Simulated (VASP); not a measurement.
A run of VASP 6.6.1:

Contents of INCAR:

```
PREC = Accurate
ENCUT = 520
EDIFF = 1E-7
ISMEAR = 0
SIGMA = 0.02
LREAL = False
LASPH = True
NELM = 100
ALGO = Normal
ISIF = 2
LWAVE = False
LCHARG = False
GGA = PE
NBANDS = 11
```

The input KPOINTS:

```
regular mesh
0
Gamma
  10 10 10
```

The input POSCAR:

```
SiC
1.0
    0.0143390800      2.1822991806      2.1679601006
    2.1822991806      0.0143390800      2.1679601006
    2.1966382606      2.1966382606      0.0000000000
Si C
1 1
Direct
    0.0006701770      0.0006701770     -0.0006701770
    0.2493298230      0.2493298230      0.2506701770
```

Potentials or basis: VASP PAW PBE potentials, release 64 (Si, C).

Run with:

```console
$ cat potpaw_PBE.64/Si/POTCAR potpaw_PBE.64/C/POTCAR > POTCAR
$ mpirun -np 1 vasp_std > vasp.out
```

Hardware: 1 thread of Intel(R) Xeon(R) Platinum 8488C (Sapphire Rapids), on a shared host.

**Question.** Estimate the wall time of this run.

**Answer.** Run time: 19 s on 1 thread of Intel(R) Xeon(R) Platinum 8488C (Sapphire Rapids) (shared host), peak memory 0.16 GiB. Counts: scf iterations 13, k points 171.
